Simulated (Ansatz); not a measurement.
In CdO (rock salt type) the Cd atom of the primitive cell, with all its periodic images, is moved by 0.02 Å along x.

```yaml
crystal:
  lattice:
    - [0.00000, 2.39000, 2.39000]
    - [2.39000, 0.00000, 2.39000]
    - [2.39000, 2.39000, 0.00000]
  atoms:
    - { symbol: Cd, position: [0.99582, 0.00418, 0.00418] }
    - { symbol: O, position: [0.50000, 0.50000, 0.50000] }
```
Lattice in Å, positions in fractions of it.

Theory: PBE, plane waves, PAW datasets (generated soft set 1) in Ansatz 0.2.0 development build.

Cutoff 420 eV; k-mesh 8×8×8 Γ-centred; Fermi–Dirac smearing of 0.1 eV; no spin polarisation.

Question: What force results, and what does it mean for the zone-centre vibration?

Answer: The force on it along the displacement is -0.0508 eV/Å, a force constant of 2.54 eV/Å². With the reduced mass of 14.01 u the zone-centre optical mode lies at 222 cm⁻¹ (6.66 THz) in this finite-step estimate.

```csv
atom,Fx (eV/Å),Fy (eV/Å),Fz (eV/Å)
Cd1,-0.0508,0.0000,0.0000
O2,0.0508,0.0000,0.0000
```

The k-mesh is modest, so these values aren't fully converged in k.
